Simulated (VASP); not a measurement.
Here is a VASP 6.6.1 calculation.

File INCAR:

```
  PREC = Accurate
  ENCUT = 600
  EDIFF = 1E-6
  ISMEAR = -1
  SIGMA = 0.05
  LREAL = F
  LASPH = T
  NELM = 80
  ALGO = Normal
  ISIF = 3
  LWAVE = F
  LCHARG = F
  METAGGA = R2SCAN
  LMIXTAU = T
  IBRION = 2
  NSW = 40
  EDIFFG = -0.005
```

Contents of KPOINTS:

```
regular mesh
0
Gamma
  12 12 12
```

File POSCAR:

```
W
1.0
   -1.5823450000      1.5823450000      1.5823450000
    1.5823450000     -1.5823450000      1.5823450000
    1.5823450000      1.5823450000     -1.5823450000
W
1
Direct
    0.0000000000      0.0000000000      0.0000000000
```

Potentials or basis: VASP PAW PBE potentials, release 64 (W_sv).

Command:

```console
$ cat potpaw_PBE.64/W_sv/POTCAR > POTCAR
$ mpirun -np 1 vasp_std > vasp.out
```

**Question.** What does it give for the relaxed cell?

**Answer.** a = 2.749 Å, b = 2.749 Å, c = 2.749 Å, α = 109.47°, β = 109.47°, γ = 109.47°.

**Question.** What does it give for the space group after relaxing (to 0.05 Å)?

**Answer.** Im-3m (No. 229).

**Question.** What does it give for the relaxed volume?

**Answer.** 15.98 Å³/atom.

Final structure:
```
W
1.0
    -1.58690    1.58690    1.58690
     1.58690   -1.58690    1.58690
     1.58690    1.58690   -1.58690
W
1
Direct
  0.00000 0.00000 0.00000
```

Caveat: the PAW data sets were made with another functional, which shifts forces and pressure a little. Zero-point motion and thermal expansion aren't in these numbers.
